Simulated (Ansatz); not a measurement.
The system is GaN.

```
Ga N
1.0
     0.00000    2.25350    2.25350
     2.25350    0.00000    2.25350
     2.25350    2.25350    0.00000
Ga N
1 1
Direct
  0.00000 0.00000 0.00000
  0.25000 0.25000 0.25000
```

The cell is a database's computed one.

A run of Ansatz 0.2.0 on this cell left the log below. Logs are shortened: lines on timing, memory, paths and dates and some standing lists are left out, and cuts for length are marked.

```text
Warning: RAYON_NUM_THREADS=2 ignored (pool sized by the plan → 2); use --threads N
Engine: ansatz 0.2.0, aarch64-unknown-linux-gnu
Pseudopotentials: kind: paw
Pseudopotential: Ga, paw, valence charge 13, recommended cutoff 420 eV (normal), Ga.paw.azcp
Pseudopotential: N, paw, valence charge 5, recommended cutoff 420 eV (normal), N.paw.azcp
Functional definition: PBEsol
  exchange = pbesol_x
  correlation = pbesol_c
Crystal: 2 atoms, lattice volume = 22.888 Å³
Basis set: ecut = 420 eV, 459 PW (Γ), exchange–correlation on 48×48×48 points (8 copies of the dense FFT grid, shifted against one another)
Bands: 13, of which v1, the nominal top of the filled ones, is band 9 counted from 1 (8 counted from 0)
Symmetry: 24 space group operations
k-points: 171 of 1000 (irreducible under 4 space group operations, time reversal used)
Non-local potential: Ga, projectors of the file, l = 0: 2, l = 1: 2, l = 2: 3, l = 3: 1
Non-local potential: N, projectors of the file, l = 0: 2, l = 1: 2, l = 2: 1
PAW form: soft (Blöchl's): semilocal exchange-correlation on the pseudo side does not see the compensation charge
PAW frozen core: Ga, regenerated for the run's functional, and the local potential with it (the file was generated under x = pbe(κ = 0.804, μ = 0.2195149727645171), c = pbe(β = 0.06672455060314922))
PAW frozen core: N, regenerated for the run's functional, and the local potential with it (the file was generated under x = pbe(κ = 0.804, μ = 0.2195149727645171), c = pbe(β = 0.06672455060314922))
PAW one-centre angular grid: Ga, 590 points (default); XC on 64 Gauss nodes
PAW one-centre angular grid: N, 110 points (default); XC on 64 Gauss nodes
Initial density: superposition of atomic densities (neutral atoms: chi_scale 0, normalization atom), corrected by the library's trained network
Initial wavefunctions: pseudopotential atomic-orbital guess
Functional: x = pbesol(κ = 0.804, μ = 0.12345679012345678), c = pbesol(β = 0.046)
SCF iter   1: F=—  HF=-4122.844166 eV  |F-HF|=—  |Δ(HF+E_count)|=         —  Δρ=1.23e-2  dr2=3.37e-2  ethr=1.77e-3  ⟨swp⟩=4.3  Hψ=10200  notcnv=0  defer=258
preconditioner: auto → none  [insulator: Δε(μ)=1.570 eV  Ē_g=18.624 eV  n_scr=8 (ndim 8)  ℏωp=32.9 eV  f_vac=0.001  ε∞_Penn≈4.1]
SCF iter   2: F=—  HF=-4122.836343 eV  |F-HF|=—  |Δ(HF+E_count)|=   7.82e-3  Δρ=5.45e-3  dr2=6.13e-3  ethr=1.87e-4  ⟨swp⟩=2.2  Hψ=4501  notcnv=0  defer=340
SCF iter   3: F=—  HF=-4122.834561 eV  |F-HF|=—  |Δ(HF+E_count)|=   1.78e-3  Δρ=5.83e-4  dr2=4.69e-5  ethr=3.41e-5  ⟨swp⟩=2.0  Hψ=3038  notcnv=0  defer=340
SCF iter   4: F=—  HF=-4122.834561 eV  |F-HF|=—  |Δ(HF+E_count)|=   2.09e-7  Δρ=3.07e-4  dr2=9.24e-6  ethr=2.61e-7  ⟨swp⟩=2.4  Hψ=3863  notcnv=0  defer=15
SCF iter   5: F=—  HF=-4122.834565 eV  |F-HF|=—  |Δ(HF+E_count)|=   4.03e-6  Δρ=3.46e-5  dr2=8.97e-8  ethr=5.13e-8  ⟨swp⟩=2.3  Hψ=3763  notcnv=0
SCF iter   6: F=—  HF=-4122.834565 eV  |F-HF|=—  |Δ(HF+E_count)|=   4.10e-8  Δρ=3.31e-6  dr2=9.13e-10  ethr=4.98e-10  ⟨swp⟩=2.6  Hψ=3813  notcnv=0
[... 20 lines left out ...]
Harris-Foulkes:  -4122.834565 eV  (|F-HF|=1.82e-12)
Internal energy: -4122.834565 eV  (E = F + TS)
E sigma→0 (E₀):  -4122.834565 eV
Fermi energy:    9.509480 eV
--- Per-component energies (eV) ---
  E_band       = -8.215883
  E_kinetic    = 246.426476
  E_local      = -1949.943758  (includes V_loc(G=0)·N_el)
  E_nonlocal   = 475.410141
  E_hartree    = 895.320744
  E_xc         = -127.612437
  E_vxc        = -133.757814  (∫ρ·V_xc dr)
  E_paw        = -2075.891985  (= ΣΔE_a)
  E_vpaw       = -436.992553  (= ΣTr[D̂ρ^β])
  E_aug_tail   = 0.000130  (compensation charges beyond the density's cutoff)
  E_ewald      = -1587.434954
  E_core_change = 0.891077  (= ΣΔE_core)
  E_smearing   = -0.000000  (= −TS)
  E_closure    = -0.000000  (closes the sum)
  Σ components = -4122.834565   (vs F -4122.834565, Δ=0.00e0)
--- Band table (eV; the first three rows and the last of 171) ---
  k-point 0: bands = ["-6.4157", "-3.9709", "-3.9709", "-3.9709", "-3.6507", "-3.6507", "9.5095", "9.5095", "9.5095", "11.1741", "19.7113", "19.7113", "19.7113"]
  k-point 1: bands = ["-6.3044", "-3.9572", "-3.9572", "-3.9321", "-3.6520", "-3.6520", "8.3962", "9.4022", "9.4022", "12.0398", "19.2089", "19.8759", "19.8759"]
  k-point 2: bands = ["-6.0251", "-3.9256", "-3.9256", "-3.7679", "-3.6509", "-3.6509", "6.5750", "9.1364", "9.1364", "13.1113", "18.4291", "20.1389", "20.1389"]
  k-point 170: bands = ["-5.3511", "-3.8367", "-3.7883", "-3.6574", "-3.6354", "-1.7309", "3.6639", "5.4823", "6.5543", "15.7217", "17.5190", "19.3706", "21.0696"]
--- Dielectric response (ions clamped): 3 representative field directions + reference, inside a basis on a mesh of 1000 k-points (Σ response iterations 15) ---
  ε∞ (high-frequency dielectric tensor):
        6.047038     0.000000    -0.000000
        0.000000     6.047038     0.000000
       -0.000000     0.000000     6.047038
  Born effective charges Z* (e; rows j = field, columns β = displacement):
    site 0:
         2.66146    0.00000   -0.00000
         0.00000    2.66146    0.00000
        -0.00000    0.00000    2.66146
    site 1:
        -2.66146   -0.00000    0.00000
        -0.00000   -2.66146   -0.00000
         0.00000   -0.00000   -2.66146
  Z* charge neutrality: 6.934e-4 e pre-enforcement
  solved inside a basis spanned on kpoints, on 10×10×10 k-points, its susceptibility summed on 14×14×14: ε∞ is read to err by 1.9e-2, Z* by 1.4e-2 e (field_mesh: kpoints solves on kpoints); Z* is corrected for what the basis lacks
```

Q: What input gives this log?

A: Born charges and dielectric tensor with PBEsol, no spin polarisation. The files as run (others can give the same):

input.yaml
```yaml
crystal:
  lattice:
    - [0.0, 2.2535006075, 2.2535006075]
    - [2.2535006075, 0.0, 2.2535006075]
    - [2.2535006075, 2.2535006075, 0.0]
  atoms:
    - { symbol: Ga, position: [0.0, 0.0, 0.0] }
    - { symbol: "N", position: [0.25, 0.25, 0.25] }
hamiltonian:
  xc: pbesol
  pseudopotentials: { kind: paw }
kpoints:
  mp_grid: { grid: [10, 10, 10] }
scf:
  occupations: { method: fixed }
output:
  eigenvalues: true
dielectric:
  method: response
```

Potentials or basis: Ansatz PAW.
Command:
```sh
$ ansatz run input.yaml --threads 2 --pin off --max-ram 5120MiB --backend cpu --events-out ev --progress --plain --runs-dir out
```
